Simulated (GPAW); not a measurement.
Here is a GPAW 26.7.0 calculation.

The input run.py:

```python
import spglib
from ase import Atoms
from ase.dft.bandgap import bandgap
from ase.io import read, write
from gpaw import GPAW, PW, setup_paths
from gpaw.response.df import DielectricFunction

setup_paths.insert(0, '.')

atoms = read('Si.cif')
cell, positions, numbers = spglib.find_primitive(
    (atoms.cell[:], atoms.get_scaled_positions(), atoms.numbers), symprec=1e-4)
atoms = Atoms(numbers, cell=cell, scaled_positions=positions, pbc=True)

calc = GPAW(mode=PW(450),
            xc='BLYP',
            kpts={'size': (7, 7, 7), 'gamma': True},
            occupations={'name': 'fermi-dirac', 'width': 0.001},
            nbands=11,
            convergence={'density': 1e-06},
            maxiter=150,
            txt='gpaw.txt')
atoms.calc = calc
energy = atoms.get_potential_energy()
calc.write('gs.gpw')
write('result.traj', atoms)
print(f'Energy: {energy:.6f} eV')
print('Fermi level:', round(calc.get_fermi_level(), 4), 'eV')
print(f'Gap: {bandgap(calc)[0]:.4f} eV, direct: {bandgap(calc, direct=True)[0]:.4f} eV')

dense = calc.fixed_density(kpts={'size': (22, 22, 22), 'gamma': True},
                           nbands=42, convergence={'bands': 36},
                           update_fermi_level=True, txt='dense.txt')
dense.write('dense.gpw', mode='all')

df = DielectricFunction('dense.gpw', frequencies={'type': 'nonlinear', 'domega0': 0.05, 'omega2': 10},
                        eta=0.1, ecut=50, nbands=36, intraband=False, txt='df.txt')
for direction in ['x']:
    df.get_dielectric_function(xc='ALDA', direction=direction, filename=f'df_{direction}.csv')
    e0, e = df.get_macroscopic_dielectric_constant(xc='ALDA', direction=direction)
    print(f'{direction}: static eps {e0:.4f} without, {e:.4f} with local fields')
```

Si.cif

```cif
data_Si
_cell_length_a 5.29448410
_cell_length_b 5.29448410
_cell_length_c 5.29448410
_cell_angle_alpha 90.00000000
_cell_angle_beta 90.00000000
_cell_angle_gamma 90.00000000
_space_group_name_H-M_alt 'Fd-3m'
_space_group_name_Hall 'F 4d 2 3 -1d'
_space_group_IT_number 227
loop_
_space_group_symop_operation_xyz
'x,y,z'
'-y+1/4,x+1/4,z+1/4'
'-x,-y+1/2,z+1/2'
'y+3/4,-x+1/4,z+3/4'
'x,-y,-z'
'-y+1/4,-x+3/4,-z+3/4'
'-x,y+1/2,-z+1/2'
'y+3/4,x+3/4,-z+1/4'
'z,x,y'
'z+1/4,-y+1/4,x+1/4'
'z+1/2,-x,-y+1/2'
'z+3/4,y+3/4,-x+1/4'
'-z,x,-y'
'-z+3/4,-y+1/4,-x+3/4'
'-z+1/2,-x,y+1/2'
'-z+1/4,y+3/4,x+3/4'
'y,z,x'
'x+1/4,z+1/4,-y+1/4'
'-y+1/2,z+1/2,-x'
'-x+1/4,z+3/4,y+3/4'
'-y,-z,x'
'-x+3/4,-z+3/4,-y+1/4'
'y+1/2,-z+1/2,-x'
'x+3/4,-z+1/4,y+3/4'
'-x+1/4,-y+1/4,-z+1/4'
'y,-x,-z'
'x+1/4,y+3/4,-z+3/4'
'-y+1/2,x,-z+1/2'
'-x+1/4,y+1/4,z+1/4'
'y,x+1/2,z+1/2'
'x+1/4,-y+3/4,z+3/4'
'-y+1/2,-x+1/2,z'
'-z+1/4,-x+1/4,-y+1/4'
'-z,y,-x'
'-z+3/4,x+1/4,y+3/4'
'-z+1/2,-y+1/2,x'
'z+1/4,-x+1/4,y+1/4'
'z+1/2,y,x+1/2'
'z+3/4,x+1/4,-y+3/4'
'z,-y+1/2,-x+1/2'
'-y+1/4,-z+1/4,-x+1/4'
'-x,-z,y'
'y+3/4,-z+3/4,x+1/4'
'x,-z+1/2,-y+1/2'
'y+1/4,z+1/4,-x+1/4'
'x+1/2,z+1/2,y'
'-y+3/4,z+3/4,x+1/4'
'-x+1/2,z,-y+1/2'
'x,y+1/2,z+1/2'
[... 70 lines left out ...]
'x+1/4,-z+1/4,y+1/4'
'-x+3/4,-y+1/4,-z+3/4'
'y+1/2,-x,-z+1/2'
'x+3/4,y+3/4,-z+1/4'
'-y,x,-z'
'-x+3/4,y+1/4,z+3/4'
'y+1/2,x+1/2,z'
'x+3/4,-y+3/4,z+1/4'
'-y,-x+1/2,z+1/2'
'-z+3/4,-x+1/4,-y+3/4'
'-z+1/2,y,-x+1/2'
'-z+1/4,x+1/4,y+1/4'
'-z,-y+1/2,x+1/2'
'z+3/4,-x+1/4,y+3/4'
'z,y,x'
'z+1/4,x+1/4,-y+1/4'
'z+1/2,-y+1/2,-x'
'-y+3/4,-z+1/4,-x+3/4'
'-x+1/2,-z,y+1/2'
'y+1/4,-z+3/4,x+3/4'
'x+1/2,-z+1/2,-y'
'y+3/4,z+1/4,-x+3/4'
'x,z+1/2,y+1/2'
'-y+1/4,z+3/4,x+3/4'
'-x,z,-y'
'x+1/2,y+1/2,z'
'-y+3/4,x+3/4,z+1/4'
'-x+1/2,-y,z+1/2'
'y+1/4,-x+3/4,z+3/4'
'x+1/2,-y+1/2,-z'
'-y+3/4,-x+1/4,-z+3/4'
'-x+1/2,y,-z+1/2'
'y+1/4,x+1/4,-z+1/4'
'z+1/2,x+1/2,y'
'z+3/4,-y+3/4,x+1/4'
'z,-x+1/2,-y+1/2'
'z+1/4,y+1/4,-x+1/4'
'-z+1/2,x+1/2,-y'
'-z+1/4,-y+3/4,-x+3/4'
'-z,-x+1/2,y+1/2'
'-z+3/4,y+1/4,x+3/4'
'y+1/2,z+1/2,x'
'x+3/4,z+3/4,-y+1/4'
'-y,z,-x'
'-x+3/4,z+1/4,y+3/4'
'-y+1/2,-z+1/2,x'
'-x+1/4,-z+1/4,-y+1/4'
'y,-z,-x'
'x+1/4,-z+3/4,y+3/4'
'-x+3/4,-y+3/4,-z+1/4'
'y+1/2,-x+1/2,-z'
'x+3/4,y+1/4,-z+3/4'
'-y,x+1/2,-z+1/2'
'-x+3/4,y+3/4,z+1/4'
'y+1/2,x,z+1/2'
'x+3/4,-y+1/4,z+3/4'
'-y,-x,z'
'-z+3/4,-x+3/4,-y+1/4'
'-z+1/2,y+1/2,-x'
'-z+1/4,x+3/4,y+3/4'
'-z,-y,x'
'z+3/4,-x+3/4,y+1/4'
'z,y+1/2,x+1/2'
'z+1/4,x+3/4,-y+3/4'
'z+1/2,-y,-x+1/2'
'-y+3/4,-z+3/4,-x+1/4'
'-x+1/2,-z+1/2,y'
'y+1/4,-z+1/4,x+1/4'
'x+1/2,-z,-y+1/2'
'y+3/4,z+3/4,-x+1/4'
'x,z,y'
'-y+1/4,z+1/4,x+1/4'
'-x,z+1/2,-y+1/2'
loop_
_atom_site_label
_atom_site_type_symbol
_atom_site_symmetry_multiplicity
_atom_site_Wyckoff_symbol
_atom_site_fract_x
_atom_site_fract_y
_atom_site_fract_z
_atom_site_occupancy
Si1 Si 8 a 0.5000000000 0.0000000000 0.5000000000 1
```

Potentials or basis: PAW data sets generated in the run's folder for this functional, pw.

Run with:

```bash
$ gpaw-setup -f BLYP Si
$ OMP_NUM_THREADS=1 python run.py
```

(1) Estimate the band gap on the k mesh.

Results:

(1) 0.66 eV, indirect (least direct gap 2.74 eV).

Caveat: the long-wavelength limit can be off by a per cent or two; these spectra lack excitons.
